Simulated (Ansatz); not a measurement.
# Si(111) with SH on 75 % of the top atoms and H on the rest: bands and core levels

What would XPS and angle-resolved spectra of Si(111) with SH on 75 % of the top atoms and H on the rest look like?

Method: DFT, PBE, plane-wave PAW, default files, scalar-relativistic, in Ansatz 0.2.0.

This is a report of a sequence of runs, with most program output left out.

## 1. Starting point

The cell holds 35 atoms: 8 H, 3 S and 24 Si. Its edges and angles: a = 7.679 Å, b = 7.679 Å, c = 24.924 Å, α = 90.0°, β = 90.0°, γ = 60.0°. It derives from Si. How the cell was made: terminated face; group: SH; share of top atoms: 0.75; rest: H; oxygen in back bonds: 0; lower face: H. Regions: ad, 7 atoms (3 S and 4 H); L1, 4 atoms (4 Si); L2, 4 atoms (4 Si); L3, 4 atoms (4 Si); mid, 4 atoms (4 Si); rest, 12 atoms (8 Si and 4 H). Vacuum lies along c.

## 2. Relaxing the atoms

Levels and vacuum steps follow bond lengths, so the atoms are relaxed first. 12 atoms are held to stand for the bulk. A dipole correction cancels the field between unlike faces.

input.yaml reads:

```yaml
crystal:
  lattice:
    - [7.6791796437, 0.0, 0.0]
    - [3.8395898218, 6.6503646517, 0.0]
    - [0.0, 0.0, 24.9237769138]
  atoms:
    - { symbol: H, position: [0.169288916, 0.0, 0.719143691] }
    - { symbol: H, position: [0.669288916, 0.0, 0.719143691] }
    - { symbol: H, position: [0.169288916, 0.5, 0.719143691] }
    - { symbol: S, position: [0.0, 0.0, 0.707106992] }
    - { symbol: S, position: [0.5, 0.0, 0.707106992] }
    - { symbol: S, position: [0.0, 0.5, 0.707106992] }
    - { symbol: H, position: [0.5, 0.5, 0.677416468] }
    - { symbol: Si, position: [0.0, 0.0, 0.622448876] }
[... 23 atom lines left out ...]
    - { symbol: H, position: [0.0, 0.0, 0.280856309] }
    - { symbol: H, position: [0.5, 0.0, 0.280856309] }
    - { symbol: H, position: [0.0, 0.5, 0.280856309] }
    - { symbol: H, position: [0.5, 0.5, 0.280856309] }
kpoints:
  mp_grid: { grid: [3, 3, 1] }
scf:
  occupations: { method: fermi_dirac, width: 0.02 }
  n_extra_bands: 25
hamiltonian:
  xc: pbe
  pseudopotentials: { kind: paw }
output:
  forces: true
  write_potential: true
  volumetric_format: []
efield:
  axis: 3
  dipole_correction: true
relax:
  f_tol: 0.03
  max_steps: 70
  constraints: [{ sites: [23, 24, 25, 26, 27, 28, 29, 30, 31, 32, 33, 34] }]
```

Started as:

```sh
$ ansatz run input.yaml --threads 4 --pin off --max-ram 11264MiB --backend cpu --events-out ev --progress --plain --runs-dir out
```

Run time: 7 min. Hardware: 4 threads of Arm Neoverse N1, shared host; peak memory 2.4 GiB; 27 min of CPU time.

Step by step:

```
step  energy less that of the first step (eV)  largest force component (eV/Å)
   1                                   0.0000                          2.8696
   2                                  -0.3238                          1.0991
   3                                  -0.4258                          0.6881
   4                                  -0.4769                          0.4384
   5                                  -0.5065                          0.4148
   6                                  -0.5213                          0.1982
   7                                  -0.5418                          0.0713
   8                                  -0.5527                          0.5306
   9                                  -0.5683                          0.5895
  10                                  -0.5898                          0.5044
  11                                  -0.6198                          0.2279
  12                                  -0.6310                          0.0848
  13                                  -0.6448                          0.1826
  14                                  -0.6459                          0.2762
  15                                  -0.6524                          0.0289
  16                                  -0.6524                          0.0293
```

The atoms that moved most (Å):

```
atom      dx      dy      dz  length
  H1  -0.850   1.303  -0.085   1.558
  H3  -0.455  -1.096  -0.097   1.190
  H2  -0.049   0.207  -0.047   0.217
  H7  -0.006  -0.002   0.175   0.175
  S4  -0.096   0.053   0.118   0.161
  S5  -0.079  -0.081   0.105   0.155
  S6   0.063   0.024   0.111   0.130
Si15  -0.012   0.005   0.049   0.051
```

Numbers from this step:

- free energy: -18093.7218 eV
- Fermi energy: 0.4222 eV
- symmetry operations: 1
- gap on the k-mesh: 1.062 eV
- ionisation potential, upper face: 5.169 eV
- upper vacuum level less the lowest empty level (Kohn–Sham affinity): 4.107 eV
- ionisation potential, lower face: 4.631 eV

The relaxation ends 19 meV an atom lower, with a largest force component of 0.029 eV/Å on the free atoms.

## 3. Layer-resolved bands, DOS and potential

The main run: bands along the zone's path, each state's share in the top and middle regions, the DOS and the planar potential. The cell holds 4 small cells, so the bands are unfolded.

input.yaml reads:

```yaml
crystal:
  lattice:
    - [7.6791796437, 0.0, 0.0]
    - [3.8395898218, 6.6503646517, 0.0]
    - [0.0, 0.0, 24.9237769138]
  atoms:
    - { symbol: H, position: [-0.0393553544, 0.195911617, 0.7157383617] }
    - { symbol: H, position: [0.6474276352, 0.0310571254, 0.7172462162] }
    - { symbol: H, position: [0.1924597252, 0.3352150126, 0.7152349821] }
    - { symbol: S, position: [-0.0165085963, 0.0080328899, 0.7118555056] }
    - { symbol: S, position: [0.4958574283, -0.0122469249, 0.7113279604] }
    - { symbol: S, position: [0.0064508432, 0.5035986918, 0.7115801772] }
    - { symbol: H, position: [0.4993940447, 0.4997326642, 0.6844275809] }
    - { symbol: Si, position: [-0.003059194, 0.0022846383, 0.6242739094] }
[... 23 atom lines left out ...]
    - { symbol: H, position: [0.0, 0.0, 0.280856309] }
    - { symbol: H, position: [0.5, 0.0, 0.280856309] }
    - { symbol: H, position: [0.0, 0.5, 0.280856309] }
    - { symbol: H, position: [0.5, 0.5, 0.280856309] }
kpoints:
  mp_grid: { grid: [3, 3, 1] }
scf:
  occupations: { method: fermi_dirac, width: 0.02 }
  n_extra_bands: 37
hamiltonian:
  xc: pbe
  pseudopotentials: { kind: paw }
output:
  forces: true
  write_potential: true
  volumetric_format: []
  dos:
    projected:
      site_lists:
        adsorbate: [3, 0, 4, 1, 5, 2, 6]
        layer_1: [7, 8, 9, 10]
        layer_2: [11, 12, 13, 14]
        layer_3: [15, 16, 17, 18]
        middle: [19, 20, 21, 22]
        other_layers: [23, 24, 25, 26, 27, 28, 29, 30, 31, 32, 33, 34]
    de: 0.05
    e_range: [-30, 12]
    method: { smearing: { sigma: 0.12, scheme: gaussian } }
  eigenstates:
    kpoints:
      - [0.33333333, -0.33333333, 0.0]
      - [0.25, -0.375, 0.0]
      - [0.16666667, -0.41666667, 0.0]
      - [0.08333333, -0.45833333, 0.0]
      - [0.0, 0.5, 0.0]
      - [-0.08333333, 0.45833333, 0.0]
      # [... 29 more points ...]
      - [0.25, 0.5, 0.0]
      - [0.29166667, -0.41666667, 0.0]
    e_range: [-8.0, 6.0]
    unfold:
      supercell_matrix: [[2, 0, 0], [0, 2, 0], [0, 0, 1]]
      layers:
        axis: 3
        edges: [0.120367, 0.393377, 0.393477, 0.60781, 0.608488, 0.877733]
efield:
  axis: 3
  dipole_correction: true
```

Elapsed: 9.6 min, on 4 threads; peak memory 4.9 GiB; 38 min of CPU time.

This step gave:

| Property | Result |
| --- | --- |
| Fermi energy | 0.4227 eV |
| zero of energy | valence-band maximum |
| share of occupied states in no projected shell | 0.0115 of the occupied states in the window |

A(k,E), total over k along the path and E. Zero: valence-band maximum.

Ten even steps from '0' (0.08 eV⁻¹) to '9' (6.78 eV⁻¹), each cell a mean:
```
323555555653334673333222112443
222356654366456754333332223422
001223456668997422222222333200
122112234555555432221111135322
433332222344344432233211231133
000000000002321122223444432110
000000000000000000122222200000
000000000000000000000000000000
000000000012321000000000000000
000000001245554321000000000000
000001124455555433222111100000
111122244554335554433333221111
222212333421112333333344332222
332345433200000132222333333333
223443232111111123222222344322
444433322111111112222222224444
433221210000000001112211112234
111112111111111111121000000111
111121111111111111112111111111
111211111000000001112110000011
222211111111111111111222333322
111111000000000000001112211111
```
Columns: k along the path (Å⁻¹) from 0 to 2.58; rows upwards: E (eV) from -7.17 to 4.75.

A(k,E), top over k along the path and E. Zero: valence-band maximum.

Ten even steps from '0' (0.02 eV⁻¹) to '9' (1.40 eV⁻¹), each cell a mean:
```
444766566999888985444444334554
333467654477667865344333334533
111233566678997423322222334211
122111234444444443221111134321
333332223343234433233211231123
000000000012331122223444421110
000000000000000000111122100000
000000000000000000000000000000
000000000012331000000000000000
000000001245554322110000000000
111112345554345543333333222111
333344445666666665544333333223
233333345554344555554444443332
443345654421112343334333433344
444454344333333334333333455444
456654433322222233444444555654
432222221110000111221111111234
222233222322222333333222222222
333333333333333333334433333343
333334332211111122233322222233
222322211111111112212332333322
221111000000000000011222222112
```
Columns: k along the path (Å⁻¹) from 0 to 2.58; rows upwards: E (eV) from -7.17 to 4.75.

A(k,E), middle over k along the path and E. Zero: valence-band maximum.

Ten even steps from '0' (0.04 eV⁻¹) to '9' (3.12 eV⁻¹), each cell a mean:
```
222555543531112462222222112332
112357764254335654333333223321
001223556778997533322222343200
222122345666565542221111136432
544443333344445432234211232245
111000000002331123223444442211
000000000000000001222333310000
000000000000000000000111000000
000000000012431000000000000000
000000001245554321100000000000
000001123456666432222111000000
001122234554335654333322221000
222212443420001333344343333222
333345433200000122223333433333
223332232100000122212223344322
233332221100000112211111123332
433211210000000001211110011234
110012100000000000121000000001
000121100000000000111100000000
001211000000000000011110000000
332111111111111111111223333333
221111000000000000001222221122
```
Columns: k along the path (Å⁻¹) from 0 to 2.58; rows upwards: E (eV) from -7.17 to 4.75.

A(k,E), bottom over k along the path and E. Zero: valence-band maximum.

Ten even steps from '0' (0.02 eV⁻¹) to '9' (2.21 eV⁻¹), each cell a mean:
```
332345555742223684333221112443
222345554377568854222222223422
001122455668997422211122233100
111111234554344432111111133221
222221111134344332222111221122
000000000001210012223444321100
000000000000000000111112100000
000000000000000000000000000000
000000000001221000000000000000
000000000135664211000000000000
000000013455445433211000000000
000011133442123433333322210000
111111332310000221223333331111
111234323100000022111111232211
223442232000000013211111123322
555433311100000111232222223555
443321100000000000113333333344
000000011100000011010000000000
000011111111111111111000000000
000111111000000001111100000000
221111111111111111111122222222
111111000000000000001111111111
```
Columns: k along the path (Å⁻¹) from 0 to 2.58; rows upwards: E (eV) from -7.17 to 4.75.

Peaks of A(k,E) at the labelled points: for each region the eleven nearest the zero at most, each over 6 % of that point's highest, less those above the energy where the solved bands run out; weight and spread sum the levels within three half widths or 0.3 eV, so near peaks share levels. Peaks of the spectral function, the first 40 of 128 rows:

```
point  weight on  E (eV)  A (1/eV)  weight near the peak  rms spread of levels (eV)
    K      total   -5.03     0.932                 0.544                      0.152
    K      total   -4.31      2.92                   2.9                      0.193
    K      total   -3.95     4.361                 2.983                      0.228
    K      total   -3.55     2.654                 2.761                      0.209
    K      total   -3.03     2.475                 1.446                      0.247
    K      total   -2.37     2.976                 2.209                      0.187
    K      total   -1.53     0.945                 0.578                      0.204
    K      total    2.17     2.529                 2.726                      0.194
    K      total    2.57     4.283                 2.938                      0.198
    K      total    4.11     2.122                 2.603                      0.237
    K      total    4.53      3.43                 2.066                      0.166
    K        top   -4.25     0.588                 0.536                      0.173
    K        top   -3.95      0.91                 0.662                      0.239
    K        top   -3.55     0.716                  0.63                       0.21
    K        top   -3.03     0.834                 0.544                      0.243
    K        top   -2.59     0.734                 0.797                      0.303
    K        top   -2.17     0.538                 0.398                      0.179
    K        top   -1.49     0.568                 0.426                      0.188
    K        top    2.17     0.505                 0.492                        0.2
    K        top    2.57     0.749                 0.537                      0.205
    K        top    4.11     0.639                 0.734                       0.25
    K        top    4.53     0.896                 0.564                       0.18
    K     middle   -5.27     0.303                 0.169                      0.267
    K     middle   -4.35     1.604                 1.267                        0.2
    K     middle   -3.97     1.445                 1.389                      0.253
    K     middle   -3.55     0.767                 0.783                      0.202
    K     middle   -3.03     1.067                 0.583                      0.223
    K     middle   -2.37     1.739                 1.241                      0.173
    K     middle   -1.57     0.322                 0.116                      0.157
    K     middle    2.17     1.621                  1.61                      0.199
    K     middle    2.57      2.35                 1.715                      0.204
    K     middle    4.09     0.822                 0.475                      0.162
    K     middle    4.53     1.224                 0.733                      0.166
    K     bottom   -6.61     1.052                 0.493                      0.016
    K     bottom   -3.95     1.991                 1.237                      0.201
    K     bottom   -3.55     1.167                  1.34                      0.211
    K     bottom   -3.03     0.569                 0.317                      0.271
    K     bottom   -2.35     0.613                 0.382                      0.157
    K     bottom    2.57     1.182                 0.684                       0.16
    K     bottom    4.55      1.31                 0.762                      0.153
```

The DOS has structure finer than the step of the table below, so its rows give means over 1 eV, whole bins alone (the curve runs from -15.6 to 4.45 eV). Peaks (eV: height): total -6.5: 24.6, -3.5: 26.2, 3.5: 23.5, 4.2: 40.6; Si 3p -4.0: 17.3, -2.4: 18.8, -1.9: 17.5, 4.2: 19.8; Si 3s -10.5: 7.49, -9.5: 10.5, -8.9: 11.8, -6.5: 9.51; S 3p -5.5: 3.04, -3.5: 4.49, -1.9: 3.32, -1.3: 4.93; H 1s -5.5: 2.15, -4.0: 3.31, -3.5: 1.92, 4.2: 2.18.

The DOS by E, zero at the valence-band maximum; means over each step; values in states/eV/cell:

```
E (eV)  total   Si 3p    Si 3s    S 3p     H 1s     S 3s
   -15      0       0        0       0        0        0
   -14   2.97   0.242    0.254  0.0654    0.488     1.90
   -13   3.03   0.245    0.217  0.0599    0.390     2.10
   -12  0.164  0.0110    0.147  3.6e-4  0.00329  0.00120
   -11   3.75   0.735     2.85  0.0146   0.0933   0.0359
   -10   7.54    1.92     5.20  0.0550    0.237   0.0781
    -9   8.47    2.36     5.60  0.0910    0.306   0.0679
    -8   4.81    1.42     2.80   0.145    0.374   0.0430
    -7   9.68    4.11     4.24   0.489    0.701   0.0339
    -6   9.53    3.80     2.90    1.39     1.18    0.116
    -5   7.25    2.52     1.29    1.88     1.05    0.393
    -4   13.9    9.60     1.04    1.47     1.49    0.161
    -3   18.2    13.8    0.842    2.39    0.826    0.142
    -2   19.3    15.3    0.672    2.62    0.384   0.0334
    -1   11.5    8.16    0.182    2.66    0.246   0.0109
     0   1.93    1.74  0.00261   0.133  0.00306  0.00178
     1   2.14    1.19    0.582  0.0320   0.0327  0.00632
     2   12.4    6.57     3.15   0.420    0.313   0.0717
     3   20.4    11.5     3.43   0.600    0.791    0.129
```

Simulated valence spectra by photon energy, shown to 13 eV, since a deeper line would dwarf them at some energies; the 100 % can be that line's tail at the edge; this run's widths, added to any smearing of the DOS itself: Gaussian 0.1 eV, Lorentzian 0.05 eV. The intensity by binding energy, zero at the valence-band maximum; values in % of the maximum within 13 eV:

```
binding energy (eV)  21.2 eV  40.8 eV  1253.6 eV  1486.7 eV  5950 eV
               -1.0    0.231    0.252      0.164      0.147   0.0725
               -0.5    0.375    0.423      0.264      0.232    0.102
                0.0     2.72     4.91       2.50       2.12    0.575
                0.5     8.89     12.9       6.93       5.88     1.54
                1.0     51.5     43.6       27.1       23.1     6.66
                1.5     78.8     66.6       43.5       37.6     12.9
                2.0     62.3     63.8       41.7       36.3     14.0
                2.5     57.4     67.1       41.7       36.6     15.4
                3.0     55.3     63.9       37.1       32.7     14.2
                3.5     94.8     95.6       63.2       57.2     32.5
                4.0     51.6     52.0       29.9       27.0     14.4
                4.5     17.6     20.4       14.3       13.5     10.1
                5.0     56.0     56.9       36.5       34.4     26.1
                5.5     80.3     73.3       40.1       37.6     27.3
                6.0     49.1     61.8       51.5       49.8     43.2
                6.5     52.1     80.4       77.7       76.0     69.0
                7.0     6.32     10.6       10.3       10.1     9.29
                7.5     15.3     28.8       27.9       27.5     26.0
                8.0     10.1     18.5       24.0       24.0     24.1
                8.5     6.44     20.0       26.7       26.7     26.7
                9.0     25.3     72.6       91.4       91.4     91.4
                9.5     15.6     54.2       78.6       78.8     79.8
               10.0     9.06     28.1       36.0       36.0     36.3
               10.5     11.4     38.5       54.9       55.1     56.3
               11.0     1.66     6.37       9.52       9.59     9.89
               11.5        -     5.79       9.43       9.53     9.94
               12.0        -    0.762      0.870      0.870    0.879
               12.5        -     1.13       1.10       1.09     1.10
```

(Part 1 of 2 ends here.)

[Logs are printed without paths, hosts, clocks, repeated set-up lines and the standing remarks that a program may print on its own settings, such as how far it seeks lower states.]

[Hosts, paths, dates, database ids (printed as entryN), source tags and the programs' standing remarks are cut or masked in the printed files.]

[Maps of the electrostatic potential energy from Ansatz leave out the sawtooth potential of an applied field or a dipole correction, so their vacuum need not be flat; work functions include it.]
